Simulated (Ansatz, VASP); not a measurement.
**C: VASP beside Ansatz**

```
CELL_PARAMETERS angstrom
2.45308 0.00000 0.00000
-1.22654 2.12443 0.00000
0.00000 0.00000 4.11898
ATOMIC_POSITIONS crystal
C 0.33333 0.66667 0.00009
C 0.66667 0.33333 0.50009
C 0.33333 0.66667 0.37391
C 0.66667 0.33333 0.87391
```

Change from the starting cell: strained cell.

Alike in both runs: functional PBEsol; k mesh 9 × 9 × 6; occupations gaussian, width 0.02 eV; no spin polarisation.

Ansatz relaxed the structure, and its values are those at the end. VASP's run is a single point on that final structure, the one shown.

```csv
,VASP,Ansatz
version,VASP 6.6.1,Ansatz 0.2.0
potentials or method,"VASP PAW PBE potentials, release 64 (C)","scalar-relativistic, plane waves, PAW"
plane-wave cutoff (eV),520,420
valence electrons in the cell,16,16
```

```csv
,VASP,Ansatz,Ansatz less VASP
gap on the k mesh at the Fermi level (eV),2.81,2.83,+0.021
least direct gap on the mesh (eV),5.07,5.08,+0.008
pressure (GPa),24.4,23.0,-1.41
rms of the force components (eV/Å),0.005,0.000,-0.0048
```

Ansatz warned: «pseudo_functional_mismatch».

Caveats: so large a pressure means that the cell lies far from this level's equilibrium, or that cutoff or potentials fall short (VASP); the potentials were made for another functional, which shifts forces and pressure (VASP); an odd mesh through Γ misses points on the zone boundary, where band edges often lie.
